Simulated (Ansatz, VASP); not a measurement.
TiC: VASP beside Ansatz

```xyz
4
Lattice="3.0416 0.0000 0.0000 -1.5208 2.6341 0.0000 0.0000 0.0000 5.3812" Properties=species:S:1:pos:R:3 pbc="T T T"
Ti    0.0000    0.0000    0.0000
Ti    0.0000    0.0000    2.6906
C     0.0000    1.7561    1.3453
C     1.5208    0.8780    4.0359
```

Alike in both runs: functional PBE; k mesh 12 × 12 × 9; occupations gaussian, width 0.1 eV; no spin polarisation.

Ansatz relaxed the structure, and its values are those at the end. VASP's run is a single point on that final structure, the one shown.

```csv
,VASP,Ansatz
version,VASP 6.6.1,Ansatz 0.2.0
potentials or method,"VASP PAW PBE potentials, release 64 (Ti_sv, C)","scalar-relativistic, plane waves, PAW"
plane-wave cutoff (eV),520,420
valence electrons in the cell,32,32
```

```csv
,VASP,Ansatz,Ansatz less VASP
gap on the k mesh at the Fermi level (eV),none,none,-
pressure (GPa),0.0,0.0,-0.03
```

A gap of «none» marks a metal or a gap that the smearing closes.
